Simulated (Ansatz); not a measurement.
# Electric field gradients in TiAl$_{3}$

Method: DFT PBEsol, scalar-relativistic, plane waves, PAW in Ansatz 0.2.0. Plane waves to 420 eV; Γ-centred k mesh 10×10×10; Fermi-Dirac smearing of 0.15 eV. No spin polarisation.

The cell, relaxed at this level:
```xyz
4
Lattice="3.9508 0.0000 0.0000 0.0000 3.9508 0.0000 0.0000 0.0000 3.9508" Properties=species:S:1:pos:R:3 pbc="T T T"
Ti    0.0000    0.0000    0.0000
Al    1.9754    1.9754    0.0000
Al    1.9754    0.0000    1.9754
Al    0.0000    1.9754    1.9754
```

In a metal these results depend on the k mesh and the smearing.

Give V_zz (10²¹ V/m²) and the asymmetry η at each distinct site.

Answers

| atom | V_zz | η |
| --- | --- | --- |
| Ti (atom 1) | 0.000 | zero by symmetry |
| Al (atom 2) | 1.73 | 0.00 |

This form isn't the usual stable structure of the compound.

Cost: 1 run of about 0.14 core-minutes, on AMD EPYC 7571 (shared hosts).